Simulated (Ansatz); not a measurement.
# CoSi: strong compression

One table from this session's results is given with a row withheld; the runs are named, their logs left out.

Method: DFT, PBE, PAW with Ansatz's default frozen-core files, scalar-relativistic, in Ansatz 0.2.0.

1 further run of the same task is left out (it didn't finish).

## The starting structure

It takes space group F-43m (No. 216, cubic). The conventional cell has a = 5.294 Å, b = 5.294 Å, c = 5.294 Å, α = 90.00°, β = 90.00°, γ = 90.00°. Co (site symmetry -43m) has 4 Si at 2.29 Å as nearest neighbours. Si (site symmetry -43m) has 4 Co at 2.29 Å as nearest neighbours.

Coordinates:

```
Co Si
1.0
     0.00000    2.64703    2.64703
     2.64703    0.00000    2.64703
     2.64703    2.64703    0.00000
Co Si
1 1
Cartesian
  0.0000 0.0000 0.0000
  1.3235 1.3235 1.3235
```

Whether this phase is the stable one at these pressures isn't tested.

Atoms are numbered in the order of the input: Co1, Si2.

Set-up of the first run:

The input, input.yaml:

```yaml
crystal:
  lattice:
    - [0.0, 2.6470261364, 2.6470261364]
    - [2.6470261364, 0.0, 2.6470261364]
    - [2.6470261364, 2.6470261364, 0.0]
  atoms:
    - { symbol: Co, position: [0.0, 0.0, 0.0], spin: 1.7 }
    - { symbol: Si, position: [0.25, 0.25, 0.25] }
magnetization:
  spin_polarized: true
kpoints:
  mp_grid: { grid: [14, 14, 14] }
scf:
  occupations: { method: fermi_dirac, width: 0.08 }
hamiltonian:
  xc: pbe
  pseudopotentials: { kind: paw }
output:
  forces: true
  stress: true
relax:
  f_tol: 0.005
  max_steps: 40
  cell: {}
```

Command:

```
$ ansatz run input.yaml --threads 1 --pin off --max-ram 3072MiB --backend cpu --events-out ev --progress --plain --runs-dir out
```

Steps of the session up to this table: Cell relaxed at zero pressure, PAW; Volume scaled by 1, PAW; Volume scaled by 0.95, PAW; Volume scaled by 0.85, PAW; Volume scaled by 0.75, PAW; Volume scaled by 0.65, PAW; Volume scaled by 0.55, PAW; Volume scaled by 0.45, PAW; Volume scaled by 0.45, PAW (partial_waves polarizable); Volume scaled by 0.4, PAW; Volume scaled by 0.4, PAW (cutoff 1000 eV).

One table of the session follows, with a row left open; its other results are not shown here.

| method | volume over the first | volume (Å³/atom) | pressure (GPa) |
| --- | --- | --- | --- |
| PAW | 1 | 16.473 | -0.04 |
| PAW | 0.95 | 15.649 | 6.14 |
| PAW | 0.85 | ? | ? |
| PAW | 0.75 | 12.355 | 56.25 |
| PAW | 0.65 | 10.707 | 111.91 |
| PAW | 0.55 | 9.060 | 214.90 |
| PAW | 0.45 | 7.413 | 421.34 |
| PAW | 0.4 | 6.589 | 604.36 |
| PAW (cutoff 1000 eV) | 0.4 | 6.589 | 603.96 |
| PAW (partial_waves polarizable) | 0.45 | 7.413 | 421.14 |

**Question.** Estimate the row for PAW, 0.85.

As computed: volume (Å³/atom): 14.002; pressure (GPa): 24.63. In the column «volume (Å³/atom)» it lies between PAW, 0.75 (12.355) and PAW, 0.95 (15.649).

Limits of these values: Warnings in the runs' records: seeded moment not kept.
